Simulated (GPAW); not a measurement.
Runs of GPAW 26.7.0 on Ir. The structure is hexagonal, space group P6_3/mmc (No. 194). The conventional cell has a = 2.751 Å, b = 2.751 Å, c = 4.462 Å, α = 90.00°, β = 90.00°, γ = 120.00°. Ir (site symmetry -6m2) is surrounded by 12 Ir at 2.74 to 2.75 Å. This isn't the form of Ir at room conditions, which is fcc.

```csv
task,level,potentials or basis,cell,k mesh,optimizer,fmax,max steps,convergence,band path,gap on the mesh (eV),pressure (GPa),relaxed volume (Å³/atom)
relaxation of cell and atoms,PBEsol,"PAW data sets generated in the run's folder for this functional, pw",relaxed,8 × 8 × 5,BFGS,0.02 eV/Å,60,density=1e-05 forces=0.0001,-,none,-0.1,(a)
relaxation of cell and atoms,PBEsol+D3(BJ)+ATM,"PAW data sets generated in the run's folder for this functional, pw",relaxed,8 × 8 × 5,BFGS,0.02 eV/Å,60,density=1e-05 forces=0.0001,-,none,-0.1,(b)
relaxation of cell and atoms,PBEsol+D3(BJ),"PAW data sets generated in the run's folder for this functional, pw",relaxed,8 × 8 × 5,BFGS,0.02 eV/Å,60,density=1e-05 forces=0.0001,-,none,0.0,13.81
band structure,PBEsol,"PAW data sets generated in the run's folder for this functional, pw",as given,9 × 9 × 5,-,-,-,-,"GMKGALHA,LM,KH",-,-13.6,-
band structure,LDA,"the program's PAW data sets (release 1.2.1) made for this functional, pw",as given,9 × 9 × 5,-,-,-,-,"GMKGALHA,LM,KH",-,-19.8,-
band structure,PBEsol,"PAW data sets generated in the run's folder for this functional, pw",as given,11 × 11 × 6,-,-,-,-,"GMKGALHA,LM,KH",-,-13.4,-
relaxation of cell and atoms,PBEsol+D3,"PAW data sets generated in the run's folder for this functional, pw",relaxed,8 × 8 × 5,BFGS,0.02 eV/Å,60,density=1e-05 forces=0.0001,-,none,0.0,13.81
```

Alike in all rows: no spin polarisation; cutoff (eV) 600; smearing fermi-dirac 0.05 eV.

Q: Estimate the missing entries.

A: (a) 14.11; (b) 13.89.

Caveats: later steps reuse the first step's grids (some runs); pairwise dispersion overbinds metals, which lowers pressure and volume (some runs).

A k mesh can miss the band edges, and the runs leave out spin-orbit coupling on Ir.

A gap of «none» marks a metal or a gap under the smearing width.

Not every run made on this cell is shown here.
